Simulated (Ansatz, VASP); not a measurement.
**Sb: VASP beside Ansatz**

```xyz
1
Lattice="0.0000 2.3050 2.3281 2.3050 0.0000 2.3281 2.3050 2.3050 0.0000" Properties=species:S:1:pos:R:3 pbc="T T T"
Sb    0.0000    0.0000    0.0000
```

Change from the starting cell: zz strain of +1 %, crystal datasets.

Alike in both runs: task electric field gradients; functional PBEsol; k mesh 12 × 12 × 12; occupations fermi-dirac, width 0.05 eV; no spin polarisation.

|  | VASP | Ansatz |
| --- | --- | --- |
| version | VASP 6.6.1 | Ansatz 0.2.0 |
| potentials or method | VASP PAW PBE potentials, release 64 (Sb), cutoff 520 eV | all-electron PAW with datasets made for the crystal, scalar-relativistic |

VASP gave:

* pressure (GPa): 4.4
* largest component of the traceless stress (GPa): 0.12
* Vzz of the field gradient on the site that differs most (V/Å²): 2.7

Q: What did Ansatz give for the same quantities?

A: Pressure (GPa): 4.4; largest component of the traceless stress (GPa): 0.14; Vzz of the field gradient on the site that differs most (V/Å²): 3.0.

Ansatz ran all-electron here, so the differences hold the error of VASP's frozen core and of both bases. Ansatz warned: «gradients_without_spin_orbit».

Caveats: the PAW data sets were made with another functional, which shifts forces and pressure a little (VASP). The runs have no spin-orbit coupling, so splittings on Sb are missing.
